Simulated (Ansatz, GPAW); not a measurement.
This is a calculation of C for GPAW 26.7.0 (ASE script). Atoms were shifted at random by some hundredths of an Å from the given cell, which wasn't relaxed again for these runs. This isn't the form of C at room conditions, which is graphite.

run.py

```python
from ase import Atoms
from ase.dft.bandgap import bandgap
from ase.io import write
from ase.units import GPa
from gpaw import GPAW, PW

atoms = Atoms(['C', 'C'],
              cell=[[0.0, 1.78337, 1.78337],
                    [1.78337, 0.0, 1.78337],
                    [1.78337, 1.78337, 0.0]],
              scaled_positions=[[0.747776, 0.753063, 0.754163],
                                [0.489281, 0.498603, 0.493599]],
              pbc=True)

calc = GPAW(mode=PW(800),
            xc='PBE',
            kpts={'size': (13, 13, 13), 'gamma': True},
            occupations={'name': 'fermi-dirac', 'width': 0.05},
            nbands=11,
            convergence={'density': 1e-05, 'energy': 1e-05},
            maxiter=150,
            txt='gpaw.txt')
atoms.calc = calc
energy = atoms.get_potential_energy()
forces = atoms.get_forces()
stress = atoms.get_stress()
calc.write('gs.gpw')
write('result.traj', atoms)
print(f'Energy: {energy:.6f} eV')
print('Forces (eV/A):')
print(forces.round(4))
print('Stress (GPa):', (stress / GPa).round(3))
print('Fermi level:', round(calc.get_fermi_level(), 4), 'eV')
print(f'Gap: {bandgap(calc)[0]:.4f} eV, direct: {bandgap(calc, direct=True)[0]:.4f} eV')
```

Potentials or basis: GPAW PAW data sets (gpaw-data 1.2.1), pw.

The run is started by

```sh
$ OMP_NUM_THREADS=1 python run.py
```

Question: Set up the same calculation for Ansatz 0.2.0. Potentials or basis there: all-electron LAPW, scalar-relativistic.

Answer: As run (cutoffs and basis follow the program's own potentials, and thresholds, step limits or extra output files can differ):

input.yaml

```yaml
crystal:
  lattice:
    - [0.0, 1.78337, 1.78337]
    - [1.78337, 0.0, 1.78337]
    - [1.78337, 1.78337, 0.0]
  atoms:
    - { symbol: C, position: [0.747776, 0.753063, 0.754163] }
    - { symbol: C, position: [0.489281, 0.498603, 0.493599] }
kpoints:
  mp_grid: { grid: [13, 13, 13] }
scf:
  occupations: { method: fermi_dirac, width: 0.05 }
hamiltonian:
  xc: pbe
  pseudopotentials: { kind: all_electron, lapw: { basis_error: 0.001 } }
output:
  forces: true
  stress: true
  eigenvalues: true
  populations: true
```

Potentials or basis: all-electron LAPW, scalar-relativistic.

Launch:

```console
$ ansatz run input.yaml --threads 1 --pin off --max-ram 2560MiB --backend cpu --events-out ev --progress --plain --runs-dir out
```

Both were run:

|  | GPAW | Ansatz |
| --- | --- | --- |
| Pressure | 2.2 GPa | 2.5 GPa |
| Largest force | 1.664 eV/Å | 1.663 eV/Å |

Where Ansatz's input types no cutoff or centring, it takes its own default and a Γ-centred mesh.

Pressure is positive in compression.
